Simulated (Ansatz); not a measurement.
Ti:

```xyz
1
Lattice="0.0000 2.0300 2.0300 2.0300 0.0000 2.0300 2.0300 2.0300 0.0000" Properties=species:S:1:pos:R:3 pbc="T T T"
Ti    0.0000    0.0000    0.0000
```

This isn't the form of Ti at room conditions, which is hcp.

* Program: Ansatz 0.2.0
* Task: relaxation of cell and atoms
* Functional: revPBE
* Potentials or basis: Ansatz PAW
* Cutoff: 420 eV (not typed: the program's choice for these potentials)
* k mesh: 11 × 11 × 11
* Occupations: fermi-dirac, width 0.05 eV
* Spin: no spin polarisation

At the start: volume 16.73 Å³/atom.

Q: Where does the relaxation end?

A: It ends after 5 steps and the volume is 17.75 Å³/atom (+6.1 %); space group Fm-3m (No. 225, to 0.05 Å).

Step by step:
| step | energy change (eV) | largest force (eV/Å) | volume (Å³) |
| --- | --- | --- | --- |
| 1 | 0.0000 | 0.0000 | 16.73 |
| 2 | -0.0108 | 0.0000 | 18.50 |
| 3 | -0.0202 | 0.0000 | 17.80 |
| 4 | -0.0202 | 0.0000 | 17.75 |
| 5 | -0.0203 | 0.0000 | 17.75 |

Final structure:
```
CELL_PARAMETERS angstrom
0.00000 2.07046 2.07046
2.07046 0.00000 2.07046
2.07046 2.07046 0.00000
ATOMIC_POSITIONS crystal
Ti 0.00000 0.00000 0.00000
```

Caveat: the plane-wave basis is chosen anew once the cell has moved, so the energies of steps on either side of that aren't comparable; the PAW data sets come from PBE, with cores solved anew for the run's functional, which leaves a small shift of forces and pressure.
